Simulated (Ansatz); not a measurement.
## Hg under changes of volume

One of the cells (23.027 Å³/atom); the others are scaled copies at fixed shape and fractional positions:

```xyz
3
Lattice="4.5400 0.0000 0.0000 -2.2700 3.9318 0.0000 0.0000 0.0000 3.8700" Properties=species:S:1:pos:R:3 pbc="T T T"
Hg    2.2700    1.3106    1.9350
Hg    0.0000    0.0000    0.0000
Hg    0.0000    2.6212    1.9350
```

* Program: Ansatz 0.2.0
* Functional: PBE
* Potentials or basis: Ansatz PAW
* Cutoff: 420 eV (not typed: the program's choice for these potentials)
* k mesh: 7 × 7 × 7
* Occupations: fermi-dirac, width 0.05 eV
* Spin: no spin polarisation

```csv
volume (Å³/atom),energy over the lowest point (meV/atom),pressure (GPa)
21.645,226.76,19.3
22.106,?,?
22.566,130.29,14.6
23.027,91.42,12.8
23.487,57.44,11.3
23.948,27.23,10.0
24.408,0.00,9.0
```

Task: What does the run at 22.106 Å³/atom give?

Result: Energy over the lowest point 175.07 meV/atom; pressure 16.8 GPa.

Worked out: A Birch-Murnaghan fit of order 3 (a polynomial in V^(-2/3)) to the other rows has no minimum within the range. It gives 174.88 meV/atom at 22.106 Å³/atom, against the run's 175.07, and -dE/dV = 16.7 GPa, against 16.8.

Energies are extrapolated to zero smearing.
